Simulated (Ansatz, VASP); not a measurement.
## Two plane-wave programs on AlNi

Contents of INCAR:

```
SYSTEM = AlNi
  ALGO = Fast
  EDIFF = 1E-6
  ENCUT = 520
  GGA = PS
  ISIF = 2
  ISMEAR = 0
  LASPH = .TRUE.
  LCHARG = .TRUE.
  LELF = .TRUE.
  LREAL = .FALSE.
  LVHAR = .TRUE.
  LWAVE = .FALSE.
  NBANDS = 14
  NELM = 60
  PREC = Accurate
  SIGMA = 0.1
```

The input KPOINTS:

```
k-points
0
G
  14 14 14
  0 0 0
```

POSCAR

```
AlNi
1.0
    2.8586048674      0.0000000000      0.0000000000
    0.0000000000      2.8586048674      0.0000000000
    0.0000000000      0.0000000000      2.9554911525
Al Ni
1 1
Direct
    0.0000000000      0.0000000000      0.0000000000
    0.5000000000      0.5000000000      0.5000000000
```

Input for Ansatz:

```yaml
crystal:
  lattice:
    - [2.8586048674, 0.0, 0.0]
    - [0.0, 2.8586048674, 0.0]
    - [0.0, 0.0, 2.9554911525]
  atoms:
    - { symbol: Al, position: [0.0, 0.0, 0.0] }
    - { symbol: Ni, position: [0.5, 0.5, 0.5] }
basis:
  ecutwfc: 420
kpoints:
  mp_grid: { grid: [14, 14, 14] }
hamiltonian:
  xc: pbesol
scf:
  occupations: { method: gaussian, width: 0.1 }
output:
  forces: true
  stress: true
  eigenvalues: true
```

Change from the starting cell: strain along c alone, the other axes held, atoms relaxed: +3.0 %.

Alike in both runs: task single point; functional PBEsol; k mesh 14 × 14 × 14; occupations gaussian, width 0.1 eV; no spin polarisation.

|  | VASP | Ansatz |
| --- | --- | --- |
| version | VASP 6.6.1 | Ansatz 0.2.0 |
| potentials or method | VASP PAW PBE potentials, release 64 (Al, Ni) | scalar-relativistic, plane waves, PAW |
| plane-wave cutoff (eV) | 520 | 420 |
| valence electrons in the cell | 13 | 21 |

```csv
,VASP,Ansatz,Ansatz less VASP
gap on the k mesh at the Fermi level (eV),none,none,-
pressure (GPa),-4.8,-4.7,+0.06
largest component of the traceless stress (GPa),1.54,1.49,-0.048
```

A gap of «none» marks a metal or a gap that the smearing closes. The two sets of potentials don't hold the same shells in valence.

Caveats: the PAW data sets were made with another functional, which shifts forces and pressure a little (VASP). Spin polarisation is off, so any magnetic state and its effect on volume and gap are missing.
